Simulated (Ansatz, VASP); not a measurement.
## TiAl3 in VASP and in Ansatz

```
Ti Al
1.0
     2.83968    0.00000    0.00000
     0.00000    4.68126    0.00000
     0.00000    0.00000    4.90074
Ti Al
1 3
Direct
  0.00000 0.50000 0.16592
  0.50000 0.50000 0.66727
  0.50000 0.00000 0.33091
  0.00000 0.00000 0.83590
```

Alike in both runs: task single point; functional PBE; k mesh 2 × 2 × 2; occupations gaussian, width 0.1 eV; no spin polarisation.

|  | VASP | Ansatz |
| --- | --- | --- |
| version | VASP 6.6.1 | Ansatz 0.2.0 |
| potentials or method | VASP PAW PBE potentials, release 64 (Ti_sv, Al) | scalar-relativistic, plane waves, PAW |
| plane-wave cutoff (eV) | 520 | 420 |
| valence electrons in the cell | 21 | 21 |

```csv
,VASP,Ansatz,Ansatz less VASP
gap on the k mesh at the Fermi level (eV),none,none,-
pressure (GPa),-1.9,-1.8,+0.05
largest component of the traceless stress (GPa),1.04,1.04,+0.005
rms of the force components (eV/Å),0.077,0.077,+0.0009
```

Atom by atom the forces differ by 0.001 eV/Å (rms over components). A gap of «none» marks a metal or a gap that the smearing closes.

Caveats: the k mesh is coarse (spacing up to 1.11 Å⁻¹), so the values aren't converged.
